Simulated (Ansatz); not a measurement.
## A series in wave cutoff on C

Results calculated with Ansatz 0.2.0, not measured. One setting of a density functional single point varied, free energy counted from the run at the reference value, pressure positive in compression; periodic cell, basis, potentials, k mesh and filling as listed.

Structure of every row (space group R-3m, No. 166):
```
cell vectors (Å)
   1.2280     0.7090     3.3470
  -1.2280     0.7090     3.3470
   0.0000    -1.4180     3.3470
atoms (fractions of the cell vectors)
C   0.83600  0.83600  0.83600
C   0.16400  0.16400  0.16400
```

Settings of every row: functional PBEsol; dispersion none; potentials PAW; k mesh 16x16x16; k shift 0x0x0; occupations fermi dirac; smearing width 0.1 eV; spin none; varied setting wave cutoff; reference wave cutoff 550 eV.

Limits of some rows: cutoff under the advised one (row 1, 2, 3).

```
row  wave cutoff (eV)  energy less reference (meV/atom)
  1               300                            127.05
  2               350                                 ?
  3               400                              5.96
  4               450                              0.94
  5               500                              0.22
  6               550                                 0
```

Question: what energy less reference should row 2 give?

Worked fit of energy less reference. Measure energy less reference from the row at the highest cutoff, 0.00 meV/atom, and take the logarithm of what remains: 300 → 4.84, 400 → 1.79, 450 → -0.06, 500 → -1.51. A straight line through these is ln|rest| = 14.504 − 0.0321 × cutoff, so the rest falls by a factor of e every 31.2 eV; from 4 rows that is a rough guide, not a law, and the row at the highest cutoff isn't the limit itself. At 350 eV the line gives ln|rest| = 3.269, a rest of 26.29 meV/atom, and so 0.00 + 26.29 = 26.29 meV/atom.

The calculation gave 28.84 meV/atom. The fit lies 2.55 meV/atom (8.8 % of the value, 2 % of the column's range) below it; its largest miss of a shown row is 3.79 meV/atom.
